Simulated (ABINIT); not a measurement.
Input of an ABINIT 10.8.3 (patched build) run:

run.abi

```
# Pseudopotentials
pp_dirpath "./"
pseudos "46_Pd_18_1.9_2.2_pbe_n_v1.0.psp8"

# Structure
acell 5.2019751464 5.2019751464 5.2019751464
rprim
     0.0000000000     0.7071067812     0.7071067812
     0.7071067812     0.0000000000     0.7071067812
     0.7071067812     0.7071067812     0.0000000000
ntypat 1
znucl 46
natom 1
typat 1
xred
     0.0000000000     0.0000000000     0.0000000000

# Plane-wave basis
ecut 598.650497 eV

# k points
kptopt 1
ngkpt 8 8 8
nshiftk 1
shiftk 0.0 0.0 0.0

# Exchange and correlation
ixc 41
fockdownsampling 2 2 2

# Bands and occupations
nband 13
occopt 3
tsmear 0.05 eV

# SCF cycle
nstep 60
toldfe 1.0e-7

# Output
iomode 3
prtwf 0
prteig 0
prtebands 0
enunit 2
prtden 1
prtvha 1
prtvclmb 1
prtpot 1
prtelf 1
```

Potentials or basis: SPMS NC PBE v1.0.

The run is started by

```console
$ mpirun --bind-to none -np 4 abinit run.abi > log 2>&1
```

Task: Predict the band gap on the k mesh.

Result: None (metal or under the smearing width).
